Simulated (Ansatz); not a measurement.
# Au at a changed volume: ¹⁹⁷Au nuclear quadrupole resonance

Cell: a COD entry, relaxed with PBE at fixed cell and then changed (volume scaled by 1.04, ions relaxed).

```xyz
2
Lattice="2.9382 0.0000 0.0000 -1.4691 2.5445 0.0000 0.0000 0.0000 4.9442" Properties=species:S:1:pos:R:3 pbc="T T T"
Au    0.0000    1.6963    3.7082
Au    1.4691    0.8482    1.2361
```

Atom numbers follow the list; atoms alike are taken as one site, whose name carries the number of the first.

All values are calculated (Ansatz; DFT, PBE, plane waves and PAW, scalar-relativistic, 420 eV cutoff, Γ-centred 18×18×10 k-points, Fermi–Dirac smearing 0.05 eV), not measured.

¹⁹⁷Au: I = 3/2, Q = 547.0 mb (year-2017 value). Static lattice, zero field.

Task: At which frequencies do the ¹⁹⁷Au NQR lines lie?

Result: For I = 3/2 there is one line, ν = (|C_Q|/2)(1 + η²/3)^½.

| site | atoms | V_zz (10²¹ V/m²) | C_Q (MHz) | η | line frequencies (MHz) |
| --- | --- | --- | --- | --- | --- |
| Au | 1, 2 | 0.81 | 10.7 | 0.00 | 5.36 |

An axis of threefold or higher order runs through Au, so V_zz lies along it and η is zero.

The run finds no gap above 0.1 eV (a metal, or nearly one), so the gradients can move by 10 % or more with the k-mesh. Spin–orbit coupling is left out, which shifts gradients on Au by a few per cent in wide-gap crystals, and can shift them far more where the calculated gap is small or absent, as here.

The relaxation (1 step) took 12 s of wall time (12 s of CPU time) and 0.46 GiB at its peak, on 1 thread of Arm Neoverse V1 (aarch64; 8 cores open to the job, memory cap 3.0 GiB, no GPU), a shared host with a load of 0.5 a core.
